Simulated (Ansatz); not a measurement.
# Habitual settings against a tight run: Ti3SiC2 (P6_3/mmc, 12 atoms in the cell)

Self-consistent single point.

```yaml
crystal:
  lattice:
    - [3.11986, 0.00000, 0.00000]
    - [-1.55993, 2.70188, 0.00000]
    - [0.00000, 0.00000, 17.98304]
  atoms:
    - { symbol: Ti, position: [0.66667, 0.33333, 0.36492] }
    - { symbol: Ti, position: [0.33333, 0.66667, 0.63508] }
    - { symbol: Ti, position: [0.33333, 0.66667, 0.86492] }
    - { symbol: Ti, position: [0.66667, 0.33333, 0.13508] }
    - { symbol: Ti, position: [0.00000, 0.00000, 0.50000] }
    - { symbol: Ti, position: [0.00000, 0.00000, 0.00000] }
    - { symbol: Si, position: [0.00000, 0.00000, 0.75000] }
    - { symbol: Si, position: [0.00000, 0.00000, 0.25000] }
    - { symbol: C, position: [0.33333, 0.66667, 0.42751] }
    - { symbol: C, position: [0.66667, 0.33333, 0.57249] }
    - { symbol: C, position: [0.66667, 0.33333, 0.92751] }
    - { symbol: C, position: [0.33333, 0.66667, 0.07249] }
```

Computed with PBE, PAW files (plane waves; Ansatz, an electronic-structure program).

Base settings: basis.ecutwfc = 420 eV; kpoints.mp_grid.grid = 13 13 2; hamiltonian.xc = pbe; hamiltonian.pseudopotentials = {kind: paw} (the program's default PAW files); scf.occupations.method = gaussian; scf.occupations.width = 0.05 eV.

Tight run (finer mesh or higher cutoff; not a proven limit): basis.ecutwfc: 420 eV → 590 eV; kpoints.mp_grid.grid: 13 13 2 → 18 18 3; scf.convergence.dr2_threshold: default (1e-07 eV) → 1e-09 eV. It gave Fermi level (on the code's own zero) 12.87 eV; pressure -8.37 GPa; largest force (vector length) 0.383 eV/Å.

Quick runs, as changes from the base:
- A: the base itself
- B: basis.ecutwfc: 420 eV → 295 eV; kpoints.mp_grid.grid: 13 13 2 → 8 8 8; hamiltonian.xc: pbe → lda; scf.convergence.dr2_threshold: default (1e-07 eV) → 0.0001 eV [LDA (PW92)]
- C: basis.ecutwfc: 420 eV → 250 eV; kpoints.mp_grid.grid: 13 13 2 → 6 6 6
- D: basis.ecutwfc: 420 eV → 210 eV; kpoints.mp_grid.grid: 13 13 2 → 2 2 2

Energies are extrapolated to zero smearing width, which holds to low order in the width alone.

Dashes: energy of B, another energy zero.

† marks runs with another functional, U, potentials or spin treatment: their distance from the tight run is not a convergence error alone.

The count of work is k-points × plane waves × bands × iterations; it is no time. 

Pressures in the table are Ansatz's without its Pulay estimate, at a fixed set of plane waves; the tight run's value above holds the estimate.

The starting cell comes from a database of computed structures (which also holds hypothetical and non-ambient phases and stackings), without a prior relaxation at this level. Its lattice was rescaled by a random factor within 2.5 % of one. Spin polarisation is off. In the base run, with a pressure of about -8 GPa the cell is away from its equilibrium volume at this level.

```tsv
run	energy less tight (meV/atom)	pressure less tight (GPa)	largest miss in a force vector (eV/Å)	count of work / tight
A	3.2	-0.04	0.001	0.28
B†	–	-16.85	0.190	0.16
C	417.6	-31.08	0.140	0.083
D	1316.4	-83.04	2.852	0.011
```

Among the runs at the tight run's level, the energy misses run from 3.2 to 1316.4 meV/atom.

Left out of this page: 2 runs of the series unsound by tests on forces, stress, charge or solver warnings.

Keys are those of Ansatz 0.2.
